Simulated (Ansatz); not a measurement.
# PbO: input, output and frames of a trajectory

Computed with Ansatz, DFT PBE+D3(BJ), scalar-relativistic, plane waves, PAW. Cutoff 420 eV, shifted (0.5, 0.5, 0.5 steps) 2×2×2 k-points, Fermi–Dirac smearing of 0.039 eV. The mesh is coarse. Spin–orbit coupling is left out, which can shift energies with elements as heavy as these. No spin polarisation.

16 atoms, starting at 1.01 times the perfect crystal's volume (space group Pca2_1, the cell as given, not relaxed at this level); Langevin thermostat and barostat at 450 K (friction 0.05 fs⁻¹), target pressure 10 GPa; 26 steps of 8 fs. The run is short and not equilibrated. The steps keep the starting cell's plane waves. The time step is too long for these atoms, so the motion is inaccurate.

The run converged.

Time: 4.6 min on 4 threads of Arm Neoverse N1 (shared host), peak memory 1.2 GiB.

Command:
```bash
ansatz run input.yaml --threads 4 --pin off --max-ram 5120MiB --backend cpu --events-out ev --progress --plain --runs-dir out
```

Input:
```yaml
crystal:
  lattice:
    - [-5.8100286463, 0.0, 5.4698120932]
    - [5.8100286463, 0.0, 5.4698120932]
    - [0.0, 5.9749045972, -5.4698120932]
  atoms:
    - { symbol: Pb, position: [0.278515, 0.752596, 0.278627] }
    - { symbol: Pb, position: [0.778515, 0.252596, 0.278627] }
    - { symbol: Pb, position: [0.249888, 0.223969, 0.721373] }
    - { symbol: Pb, position: [0.749888, 0.723969, 0.721373] }
    - { symbol: Pb, position: [0.223969, 0.749888, 0.721373] }
    - { symbol: Pb, position: [0.723969, 0.249888, 0.721373] }
    - { symbol: Pb, position: [0.252596, 0.278515, 0.278627] }
    - { symbol: Pb, position: [0.752596, 0.778515, 0.278627] }
    - { symbol: O, position: [0.56793, 0.683597, 0.384477] }
    - { symbol: O, position: [0.06793, 0.183597, 0.384477] }
    - { symbol: O, position: [0.433453, 0.04912, 0.615523] }
    - { symbol: O, position: [0.933453, 0.54912, 0.615523] }
    - { symbol: O, position: [0.183597, 0.56793, 0.384477] }
    - { symbol: O, position: [0.683597, 0.06793, 0.384477] }
    - { symbol: O, position: [0.04912, 0.933453, 0.615523] }
    - { symbol: O, position: [0.54912, 0.433453, 0.615523] }
basis:
  ecutwfc: 420
kpoints:
  mp_grid: { grid: [2, 2, 2], shift: [0.5, 0.5, 0.5] }
hamiltonian:
  xc: pbe
  dispersion: d3bj
scf:
  occupations: { method: fermi_dirac, width: 0.0388 }
  lower_state_search: "off"
  convergence: { dr2_threshold: 1.0e-07 }
output:
  forces: true
  stress: true
md:
  timestep: 8.0
  n_steps: 26
  ensemble: npt_langevin
  temperature: 450.0
  initial_velocities: maxwell_boltzmann
  seed: 10489
  friction: 0.05
  pressure: 10.0
```

Output (its end):
```
...
--- Per-component energies (eV) ---
  E_band       = -615.989524
  E_kinetic    = 3700.767727
  E_local      = -13378.620561  (includes V_loc(G=0)·N_el)
  E_nonlocal   = 3190.813846
  E_hartree    = 5320.582816
  E_xc         = -2352.940507
  E_vxc        = -1807.519418  (∫ρ·V_xc dr)
  E_paw        = -84509.232071  (= ΣΔE_a)
  E_vpaw       = -2962.616832  (= ΣTr[D̂ρ^β])
  E_aug_tail   = 0.019374  (compensation charges beyond the density's cutoff)
  E_ewald      = -11758.645931
  E_disp       = -3.480200  (pairwise vdW)
  E_smearing   = -0.000000  (= −TS)
  E_closure    = -0.000000  (closes the sum)
  Σ components = -99790.735508   (vs F -99790.735508, Δ=0.00e0)
--- Forces (eV/Å), atoms counted from 1 ---
  atom   1  Pb    -0.65525863    -0.31091104    -0.11159478
  atom   2  Pb    -0.34015928     0.49720295    -0.15033345
  atom   3  Pb     1.12071702     0.96139959    -0.39188274
  atom   4  Pb     0.51531427     0.46405088     0.09778448
  atom   5  Pb    -0.51091859    -0.37923499    -0.29605053
  atom   6  Pb    -0.93228925     0.10454762     0.98490675
  atom   7  Pb     0.47337721    -0.77838374     0.01668746
  atom   8  Pb    -1.23017388    -0.05956106    -0.36305706
  atom   9  O     -0.48092143    -0.01589972     0.75596647
  atom  10  O     -0.48179006    -0.13896312     0.63351470
  atom  11  O      0.09866110    -0.41403754    -0.71839146
  atom  12  O      0.04074438    -0.46723551    -0.00715073
  atom  13  O      0.88284058     0.14139869    -0.63271524
  atom  14  O      1.94607105     0.80236338     0.39863111
  atom  15  O      0.13851564    -0.47808786    -0.17663320
  atom  16  O     -0.58475274     0.07136495    -0.03966886
  max |Σ_I F_I| component: 2.26e-5 eV/Å
--- Stress (GPa, compression-positive) ---
        1.180438       0.255190       0.083371
        0.255190      -0.585735      -0.365433
        0.083371      -0.365433      -0.460459
  P = ⅓ Tr σ = 0.0447 GPa (0.447 kbar)
--- MD trajectory: 26 steps, t = 0.0 → 208.0 fs ---
  final state: T = 644.1 K   F+E_penalty+E_count = -99790.73512738 eV   E_kin = 1.332148 eV
  conserved energy: peak-to-peak 4.854e-2 eV (3.033e-3 eV/atom) over 208.0 fs
  cell: V = 351.1700 Å³ at the end; means of 27 rows, the approach among them: V = 365.0504 Å³, P_inst = -0.3354 GPa
  mean static stress (GPa): xx -0.7775  yy -0.1549  zz -0.8940  yz -0.2094  xz 0.0836  xy 0.1964
  the result is of one more SCF, on plane waves selected at the last cell: its energy does not rank with the rows'
```

Frames along the run (Å, eV/Å; dE is the potential energy from the first frame):

```xyz
16
Lattice="-5.810 0.000 5.470 5.810 0.000 5.470 0.000 5.975 -5.470" Properties=species:S:1:pos:R:3:forces:R:3 pbc="T T T" time_fs=0.00 dE_eV=0.0000 T_K=422
Pb    2.754    1.665    4.116   -0.072    0.181    0.005
Pb   -3.056    1.665    4.116   -0.072    0.181    0.005
Pb   -0.151    4.310   -1.354   -0.072   -0.181    0.005
Pb   -0.151    4.310    4.116   -0.072   -0.181    0.005
Pb    3.056    4.310    1.381    0.072   -0.181    0.005
Pb   -2.754    4.310    1.381    0.072   -0.181    0.005
Pb    0.151    1.665    1.381    0.072    0.181    0.005
Pb    0.151    1.665    6.851    0.072    0.181    0.005
O     0.672    2.297    4.743   -0.013    0.004   -0.005
O     0.672    2.297   -0.727   -0.013    0.004   -0.005
O    -2.233    3.678   -0.727   -0.013   -0.004   -0.005
O    -2.233    3.678    4.743   -0.013   -0.004   -0.005
O     2.233    2.297    2.008    0.013    0.004   -0.005
O    -3.577    2.297    2.008    0.013    0.004   -0.005
O     5.138    3.678    2.008    0.013   -0.004   -0.005
O    -0.672    3.678    2.008    0.013   -0.004   -0.005
16
Lattice="-5.805 0.000 5.465 5.805 0.000 5.465 0.000 5.970 -5.465" Properties=species:S:1:pos:R:3:forces:R:3 pbc="T T T" time_fs=16.00 dE_eV=0.1811 T_K=321
Pb    2.767    1.674    4.126   -0.152    0.326   -0.568
Pb   -3.058    1.648    4.142   -0.101    0.101   -0.081
Pb   -0.155    4.302   -1.350   -0.090   -0.005    0.398
Pb   -0.152    4.274    4.095    0.031   -0.072    0.032
Pb    3.062    4.303    1.360    0.006    0.113    0.019
Pb   -2.765    4.307    1.361    0.139   -0.011    0.004
Pb    0.125    1.671    1.369    0.296    0.234    0.165
Pb    0.153    1.635    6.849   -0.218    0.508   -0.133
O     0.678    2.241    4.665   -0.251   -0.045    0.410
O     0.688    2.281   -0.708   -0.304    0.025   -0.087
O    -2.356    3.743   -0.821    0.321   -0.040    0.359
O    -2.251    3.658    4.689    0.163    0.069    0.126
O     2.212    2.343    1.943    0.087   -0.515    0.432
O    -3.692    2.364    2.076    0.512   -0.043   -0.137
O     5.134    3.714    2.081   -0.055   -0.544   -0.759
O    -0.612    3.731    1.961   -0.385   -0.101   -0.182
16
Lattice="-5.787 0.000 5.448 5.787 0.000 5.448 0.000 5.951 -5.448" Properties=species:S:1:pos:R:3:forces:R:3 pbc="T T T" time_fs=32.00 dE_eV=0.3166 T_K=340
Pb    2.774    1.683    4.114   -0.511    0.588   -0.526
Pb   -3.036    1.610    4.119   -0.093    0.622   -0.124
Pb   -0.165    4.301   -1.354    0.012   -0.326    0.232
Pb   -0.146    4.254    4.071    0.270    0.030    0.208
Pb    3.063    4.304    1.356    0.043   -0.364    0.059
Pb   -2.769    4.289    1.360    0.217    1.208   -0.160
Pb    0.097    1.678    1.392    0.211    0.295    0.110
Pb    0.164    1.615    6.824   -0.146    0.064   -0.080
O     0.570    2.158    4.634    0.318    0.024    0.130
O     0.718    2.247   -0.678   -0.461    0.226   -0.073
O    -2.393    3.828   -0.863    0.320   -0.468    0.226
O    -2.213    3.678    4.669   -0.250   -0.246    0.234
O     2.167    2.302    1.957    0.347   -0.138    0.379
O    -3.709    2.504    2.088    0.278   -1.092    0.206
O     5.112    3.574    2.072   -0.426    0.107   -0.462
O    -0.621    3.803    1.940   -0.129   -0.529   -0.357
16
Lattice="-5.774 0.000 5.436 5.774 0.000 5.436 0.000 5.938 -5.436" Properties=species:S:1:pos:R:3:forces:R:3 pbc="T T T" time_fs=48.00 dE_eV=0.3737 T_K=474
Pb    2.777    1.724    4.067   -0.360    0.167   -0.086
Pb   -3.031    1.596    4.092   -0.346    0.925    0.249
Pb   -0.176    4.277   -1.352   -0.102    0.306   -0.232
Pb   -0.138    4.237    4.060    0.228   -0.093    0.150
Pb    3.064    4.304    1.371   -0.334   -0.154    0.072
Pb   -2.767    4.287    1.376   -0.168    1.192   -0.359
Pb    0.075    1.662    1.405    0.243    0.780   -0.251
Pb    0.182    1.613    6.800   -0.351   -0.490    0.359
O     0.538    2.079    4.684    0.430    0.537   -0.713
O     0.643    2.340   -0.704    0.149   -0.762    0.346
O    -2.385    3.866   -0.892    0.050   -0.438    0.354
O    -2.196    3.717    4.711   -0.293   -0.561   -0.352
O     2.148    2.267    1.975    0.049    0.037    0.017
O    -3.626    2.426    2.072    0.313   -0.770    0.075
O     5.043    3.541    1.975    0.174    0.293    0.208
O    -0.647    3.897    1.856    0.319   -0.968    0.162
16
Lattice="-5.756 0.000 5.419 5.756 0.000 5.419 0.000 5.919 -5.419" Properties=species:S:1:pos:R:3:forces:R:3 pbc="T T T" time_fs=72.00 dE_eV=0.3600 T_K=416
Pb    2.775    1.793    4.021   -0.326   -1.137    0.727
Pb   -3.022    1.596    4.050   -0.226    0.341    0.705
Pb   -0.211    4.206   -1.358    0.395    0.988    0.103
Pb   -0.159    4.197    4.068    0.149   -0.099   -0.032
Pb    3.046    4.285    1.385   -0.300    0.117    0.135
Pb   -2.737    4.310    1.384   -0.795    0.182   -0.168
Pb    0.027    1.686    1.352    0.125    0.291    0.148
Pb    0.142    1.592    6.797   -0.085   -0.271   -0.060
O     0.545    2.075    4.643    0.140    0.485   -0.175
O     0.587    2.263   -0.721    0.334   -0.673   -0.054
O    -2.390    3.833   -0.853   -0.030    0.249    0.290
O    -2.251    3.699    4.725   -0.005   -0.495   -0.672
O     2.085    2.291    2.054   -0.032    0.389   -0.953
O    -3.548    2.220    2.035    0.308    0.385   -0.554
O     5.127    3.619    1.927   -0.164   -0.027   -0.099
O    -0.649    3.890    1.740    0.512   -0.727    0.656
16
Lattice="-5.741 0.000 5.405 5.741 0.000 5.405 0.000 5.904 -5.405" Properties=species:S:1:pos:R:3:forces:R:3 pbc="T T T" time_fs=88.00 dE_eV=0.3404 T_K=400
Pb    2.764    1.825    4.026   -0.646   -0.625    0.039
Pb   -3.015    1.601    4.045   -0.287   -0.654    0.258
Pb   -0.248    4.201   -1.344    0.267    0.643    0.246
Pb   -0.181    4.166    4.065    0.105    0.106   -0.193
Pb    3.041    4.281    1.363   -0.412    0.226   -0.457
Pb   -2.726    4.333    1.378   -1.146    0.040    0.373
Pb    0.011    1.696    1.343    0.336   -0.010   -0.272
Pb    0.113    1.548    6.791    0.376    0.247   -0.199
O     0.538    2.095    4.558    0.099    0.010    0.259
O     0.582    2.193   -0.855   -0.383   -0.221    0.389
O    -2.578    3.923   -0.809    0.635   -0.118   -0.349
O    -2.284    3.576    4.601    0.239    0.653    0.218
O     2.083    2.341    1.930    0.221   -0.065    0.093
O    -3.499    2.146    1.969   -0.040    0.470   -0.731
O     5.091    3.631    1.935    0.019   -0.341   -0.174
O    -0.658    3.823    1.705    0.616   -0.361    0.501
16
Lattice="-5.727 0.000 5.392 5.727 0.000 5.392 0.000 5.890 -5.392" Properties=species:S:1:pos:R:3:forces:R:3 pbc="T T T" time_fs=104.00 dE_eV=0.6221 T_K=394
Pb    2.743    1.817    4.035   -0.659   -0.096   -0.250
Pb   -2.989    1.601    4.024   -0.765   -0.355    0.145
Pb   -0.309    4.197   -1.348    0.249    0.916    0.252
Pb   -0.189    4.158    4.068    0.085    0.098   -0.197
Pb    3.046    4.262    1.372   -0.703    1.367   -0.410
Pb   -2.729    4.318    1.381   -0.507   -0.227    0.551
Pb    0.035    1.700    1.331    0.354   -0.833    0.009
Pb    0.103    1.528    6.770    0.256    0.355   -0.331
O     0.532    2.072    4.482   -0.141   -0.066    0.534
O     0.435    2.213   -0.820    0.321   -0.482   -0.307
O    -2.719    4.007   -0.802    0.776   -0.519   -0.379
O    -2.343    3.588    4.655    0.497    0.322   -0.527
O     2.105    2.407    1.858    0.154   -1.084    0.689
O    -3.489    2.068    1.870    0.113    0.665   -0.215
O     5.079    3.655    1.899    0.573   -0.738   -0.039
O    -0.573    3.731    1.730   -0.603    0.678    0.476
16
Lattice="-5.715 0.000 5.381 5.715 0.000 5.381 0.000 5.878 -5.381" Properties=species:S:1:pos:R:3:forces:R:3 pbc="T T T" time_fs=120.00 dE_eV=0.7899 T_K=476
Pb    2.721    1.801    4.048    0.687   -1.155   -0.023
Pb   -2.973    1.594    3.997   -0.763    0.495   -0.091
Pb   -0.354    4.168   -1.339    0.050    1.433   -0.193
Pb   -0.171    4.129    4.074    0.402   -0.125   -0.263
Pb    3.036    4.283    1.398   -0.490    0.503   -0.231
Pb   -2.732    4.287    1.389   -0.634   -0.107    0.175
Pb    0.067    1.685    1.302    0.108   -1.020    0.674
Pb    0.094    1.528    6.738    0.198   -0.288   -0.232
O     0.651    1.951    4.542   -1.704    0.659    0.376
O     0.338    2.249   -0.769    1.110   -0.974   -0.761
O    -2.725    3.940   -0.851    0.788    0.293    0.052
O    -2.316    3.692    4.621    0.004   -0.592   -0.530
O     2.119    2.356    1.980    0.038   -0.145   -0.524
O    -3.484    2.075    1.791    0.380    0.424    0.632
O     5.107    3.590    1.811    0.155    0.027    0.225
O    -0.602    3.705    1.692   -0.329    0.573    0.714
16
Lattice="-5.707 0.000 5.373 5.707 0.000 5.373 0.000 5.869 -5.373" Properties=species:S:1:pos:R:3:forces:R:3 pbc="T T T" time_fs=136.00 dE_eV=0.6612 T_K=484
Pb    2.714    1.790    4.054    0.313   -1.240   -0.057
Pb   -2.980    1.583    3.976   -0.552    0.073    0.424
Pb   -0.376    4.153   -1.344    0.944    1.007   -0.217
Pb   -0.128    4.101    4.091    0.272    0.086   -0.317
Pb    3.028    4.340    1.413   -0.214   -0.564   -0.680
Pb   -2.723    4.286    1.394   -0.844    0.027    0.262
Pb    0.083    1.686    1.257   -0.580   -0.882    1.137
Pb    0.091    1.532    6.701   -0.139   -0.649    0.626
O     0.615    1.946    4.633   -0.685    0.713   -0.498
O     0.362    2.164   -0.791    0.854   -0.157   -1.056
O    -2.583    3.926   -0.899    0.118    0.057    0.139
O    -2.232    3.617    4.536   -0.410    0.041    0.268
O     2.047    2.321    2.008    0.662    0.628   -0.467
O    -3.506    2.088    1.910    0.324    0.543   -0.313
O     5.122    3.595    1.766   -0.340    0.382    0.336
O    -0.645    3.755    1.727    0.278   -0.065    0.414
16
Lattice="-5.694 0.000 5.361 5.694 0.000 5.361 0.000 5.856 -5.361" Properties=species:S:1:pos:R:3:forces:R:3 pbc="T T T" time_fs=160.00 dE_eV=0.6163 T_K=321
Pb    2.730    1.736    4.044   -0.122   -0.338   -0.356
Pb   -2.969    1.554    3.980   -0.366   -0.802    0.716
Pb   -0.350    4.182   -1.349    1.208    0.477    0.052
Pb   -0.108    4.081    4.081    0.294    0.612   -0.400
Pb    3.021    4.388    1.404    0.088   -0.552   -0.833
Pb   -2.708    4.287    1.405   -0.332    0.258    0.432
Pb    0.089    1.714    1.229    0.284   -0.072    0.737
Pb    0.085    1.531    6.678   -0.107   -0.412    1.066
O     0.589    2.019    4.640    0.200    0.193   -0.839
O     0.501    2.099   -0.870   -0.024    0.258   -0.125
O    -2.523    3.893   -0.844    0.033   -0.481   -0.024
O    -2.161    3.478    4.486   -0.338    0.969    0.683
O     2.184    2.428    1.956   -0.289   -0.406    0.040
O    -3.545    2.239    2.052    0.128    0.321   -1.425
O     5.090    3.591    1.838   -0.423    0.384    0.035
O    -0.513    3.851    1.685   -0.233   -0.411    0.242
16
Lattice="-5.687 0.000 5.354 5.687 0.000 5.354 0.000 5.848 -5.354" Properties=species:S:1:pos:R:3:forces:R:3 pbc="T T T" time_fs=176.00 dE_eV=0.6263 T_K=462
Pb    2.747    1.717    4.014   -0.028   -0.068   -0.015
Pb   -2.955    1.541    3.994   -0.643    0.304   -0.246
Pb   -0.325    4.201   -1.328    1.372    0.506    0.042
Pb   -0.136    4.077    4.061    0.561    0.767   -0.269
Pb    3.014    4.416    1.363    0.040   -0.384   -0.599
Pb   -2.725    4.284    1.404    0.262    1.993    0.204
Pb    0.052    1.748    1.256    0.752   -0.731    0.323
Pb    0.083    1.519    6.668    0.391    0.611    0.491
O     0.585    2.018    4.534   -0.175   -0.133    0.114
O     0.524    2.086   -0.913    0.017    0.159    0.207
O    -2.436    3.896   -0.778   -0.278   -0.758   -0.314
O    -2.196    3.533    4.534   -0.447    0.260    0.591
O     2.214    2.491    2.027   -0.554   -0.506   -0.521
O    -3.481    2.437    1.951   -0.651   -2.149    0.133
O     5.046    3.638    1.895   -0.155   -0.214   -0.342
O    -0.498    3.774    1.756   -0.464    0.345    0.200
16
Lattice="-5.673 0.000 5.341 5.673 0.000 5.341 0.000 5.834 -5.341" Properties=species:S:1:pos:R:3:forces:R:3 pbc="T T T" time_fs=192.00 dE_eV=0.8103 T_K=549
Pb    2.769    1.687    3.971   -0.465    0.179    0.303
Pb   -2.935    1.528    3.993   -0.481    0.431   -0.221
Pb   -0.311    4.181   -1.280    1.658    0.715    0.119
Pb   -0.134    4.064    4.034    0.435    1.253   -0.176
Pb    2.996    4.415    1.332   -0.114   -0.347   -0.406
Pb   -2.715    4.274    1.407   -0.138    0.782    1.141
Pb    0.032    1.767    1.289    1.004   -2.714   -0.182
Pb    0.079    1.530    6.668    0.404    0.684    0.060
O     0.547    2.057    4.424    0.130   -0.894    0.890
O     0.596    2.069   -0.914   -0.344    0.239    0.241
O    -2.396    3.901   -0.672   -0.378   -1.068   -1.033
O    -2.248    3.604    4.521   -0.240   -0.100    0.360
O     2.094    2.507    2.080    0.191   -0.154   -0.764
O    -3.480    2.276    1.879   -0.109   -0.758   -0.076
O     5.022    3.672    1.955   -0.186   -0.560   -0.647
O    -0.449    3.676    1.769   -1.366    2.311    0.391
16
Lattice="-5.660 0.000 5.329 5.660 0.000 5.329 0.000 5.821 -5.329" Properties=species:S:1:pos:R:3:forces:R:3 pbc="T T T" time_fs=208.00 dE_eV=0.7625 T_K=644
Pb    2.788    1.687    3.966   -0.655   -0.311   -0.112
Pb   -2.918    1.530    3.973   -0.340    0.497   -0.150
Pb   -0.280    4.127   -1.219    1.121    0.961   -0.392
Pb   -0.111    4.054    4.018    0.515    0.464    0.098
Pb    3.006    4.421    1.324   -0.511   -0.379   -0.296
Pb   -2.693    4.272    1.404   -0.932    0.105    0.985
Pb    0.003    1.739    1.301    0.473   -0.778    0.017
Pb    0.098    1.517    6.666   -1.230   -0.060   -0.363
O     0.590    1.932    4.395   -0.481   -0.016    0.756
O     0.631    2.077   -0.938   -0.482   -0.139    0.634
O    -2.436    3.796   -0.677    0.099   -0.414   -0.718
O    -2.298    3.697    4.479    0.041   -0.467   -0.007
O     1.920    2.507    2.087    0.883    0.141   -0.633
O    -3.587    2.002    1.795    1.946    0.802    0.399
O     4.993    3.689    1.929    0.139   -0.478   -0.177
O    -0.529    3.828    1.760   -0.585    0.071   -0.040
```